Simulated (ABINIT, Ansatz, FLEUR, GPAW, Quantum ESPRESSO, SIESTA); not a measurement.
## The band gap of Te2Mo, sorted by core time

```yaml
crystal:
  lattice:
    - [3.51820, 0.00000, 0.00000]
    - [-1.75910, 3.04685, 0.00000]
    - [0.00000, 0.00000, 13.97360]
  atoms:
    - { symbol: Te, position: [0.66667, 0.33333, 0.37900] }
    - { symbol: Te, position: [0.33333, 0.66667, 0.87900] }
    - { symbol: Te, position: [0.66667, 0.33333, 0.12100] }
    - { symbol: Te, position: [0.33333, 0.66667, 0.62100] }
    - { symbol: Mo, position: [0.66667, 0.33333, 0.75000] }
    - { symbol: Mo, position: [0.33333, 0.66667, 0.25000] }
```

```tsv
rung	level	program and potentials	cutoff (eV)	k mesh	task	spin	core time	chip	band gap (eV)	miss (eV)	notes
GGA	PBE	SIESTA, files sg15-pbe-1.2, DZP (energy shift 0.003 Ry; two zetas on semicore shells)	-	9 × 9 × 2	band structure	off	2 min	Arm Neoverse V1	0.73	-0.15	atomic basis; 15.33 valence electrons an atom on average; from the band path
GGA	PBE	Ansatz, all-electron LAPW, scalar-relativistic	-	9 × 9 × 2	band structure	off	3.3 min	AMD EPYC 7R43 Zen 3	0.71	-0.17	from the band path
LDA	LDA	Ansatz, all-electron LAPW, scalar-relativistic	-	9 × 9 × 2	band structure	off	3.6 min	AMD EPYC 7R43 Zen 3	0.68	-0.20	from the band path
GGA	PBEsol	Ansatz, all-electron LAPW, scalar-relativistic	-	9 × 9 × 2	band structure	off	3.7 min	AMD EPYC 7R43 Zen 3	0.68	-0.20	from the band path
GGA	PBEsol	Quantum ESPRESSO, GBRV 1.5 PBEsol	612	9 × 9 × 2	band structure	off	6.3 min	Arm Neoverse V1	0.65	-0.23	8.67 valence electrons an atom on average; from the band path
GGA	PBE	SIESTA, files PseudoDojo fr-pbe-0.4-standard, DZP (energy shift 0.003 Ry; two zetas on semicore shells)	-	7 × 7 × 2	band structure	non-collinear, zero start, SOC	8.2 min	Arm Neoverse V1	0.71	-0.17	atomic basis; 15.33 valence electrons an atom on average; from the band path
model potential	TB-mBJ	GPAW, GPAW PAW data sets for LDA (gpaw-data 1.2.1)	600	6 × 6 × 2	single point	off	8.7 min	AMD EPYC 7R43 Zen 3	0.92	+0.04	potentials made for LDA; 8.67 valence electrons an atom on average; mesh may miss the edge
GGA	PBEsol	ABINIT, JTH PAW PBE v2.0	408	9 × 9 × 2	band structure	off	10 min	Arm Neoverse V2	(a)	?	potentials made for PBE; 8.67 valence electrons an atom on average; from the band path
meta-GGA	r2SCAN	GPAW, GPAW PAW data sets (gpaw-data 1.2.1)	600	6 × 6 × 2	band structure	off	14 min	Arm Neoverse V2	0.82	-0.06	potentials made for PBE; 8.67 valence electrons an atom on average; from the band path
LDA	LDA	FLEUR, all-electron, FLAPW	-	9 × 9 × 2	band structure	off	18 min	Arm Neoverse V1	0.71	-0.17	from the band path
```

Times are single runs on shared hosts and different chips, so they are rough; meshes, cutoffs and the tasks' sizes weigh on the time. Gaps are the least found on the k mesh or the band path, and a mesh can miss the band edges. The cell comes from a database and isn't always the measured one. Meshes differ between rows, which moves values too. All levels ran on this one cell, unrelaxed unless noted. Meshes are those of the run's cell of 6 atoms unless a note names another. Misses use the values as printed. Runs on faulty files, with rough fits or with known faults for this quantity aren't shown.

Measured: 0.88 eV at 300 K (arxiv:1407.1219). The runs are for a static lattice.

Q: Estimate the value left out from the other rows.

A: (a) 0.64 eV, miss -0.24.
